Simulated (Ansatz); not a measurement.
# Cr: a tetragonal deformation path

Aim: for Cr, look for other minima along a tetragonal path.

Program: Ansatz 0.2.0. Level of theory: DFT PBE, scalar-relativistic, plane waves, PAW. These are calculated values, not measurements.

## 1. Starting point

Symmetry: Im-3m, No. 229, cubic system. Conventional cell: a = 2.884 Å, b = 2.884 Å, c = 2.884 Å, α = 90.00°, β = 90.00°, γ = 90.00°. Around Cr (site symmetry m-3m) lie 8 Cr at 2.50 Å.

Structure file:

```
Cr
1.0
    -1.44195    1.44195    1.44195
     1.44195   -1.44195    1.44195
     1.44195    1.44195   -1.44195
Cr
1
Direct
  0.00000 0.00000 0.00000
```

No relaxation comes first: the listed cell is the starting point.

## 2. The reference cell

Reference values: F = -3377.7270 eV; pressure -8.90 GPa; largest force 0.000 eV/Å; gap on the mesh none (metal). It was computed beforehand with the settings of the runs below.

## 3. Setting up a tetragonal deformation path

At fixed volume and fractional coordinates, lengths along (0.000, 0.000, 1.000) are scaled against those across it; ρ is that ratio over its starting value.

## 4. Point ρ = 0.707

input.yaml reads:

```yaml
crystal:
  lattice:
    - [-1.6186156311, 1.6186156311, 1.1443612512]
    - [1.6186156311, -1.6186156311, 1.1443612512]
    - [1.6186156311, 1.6186156311, -1.1443612512]
  atoms:
    - { symbol: Cr, position: [0.0, 0.0, 0.0] }
basis:
  ecutwfc: 420
kpoints:
  mp_grid: { grid: [26, 26, 26] }
hamiltonian:
  xc: pbe
scf:
  occupations: { method: gaussian, width: 0.15 }
output:
  forces: true
  stress: true
  eigenvalues: true
```

The run is started by

```bash
> ansatz run input.yaml --threads 1 --pin off --max-ram 2560MiB --backend cpu --events-out ev --progress --plain --runs-dir out
```

Further runs follow: At ρ = 1.414; At ρ = 0.850; point ρ = 1.200; ρ = 0.780; point ρ = 1.300; ρ = 0.920; At ρ = 1.100; point ρ = 0.650; At ρ = 1.500; point ρ = 0.960; ρ = 1.050.

Q: Predict the outcome of this session. Wanted: highest point.

**Answer**, as computed:

```
     quantity                        value
highest point  683.5 meV/atom at ρ = 0.650
```

In words: No sampled point lies below the undisturbed cell. No sampled point inside the path is a dip, apart from those named. At ρ = 1.414 the cell takes another symmetry, Fm-3m, 376.3 meV/atom from the start at this fixed volume. The final runs have no spin polarisation, so a magnetic state may lie lower.
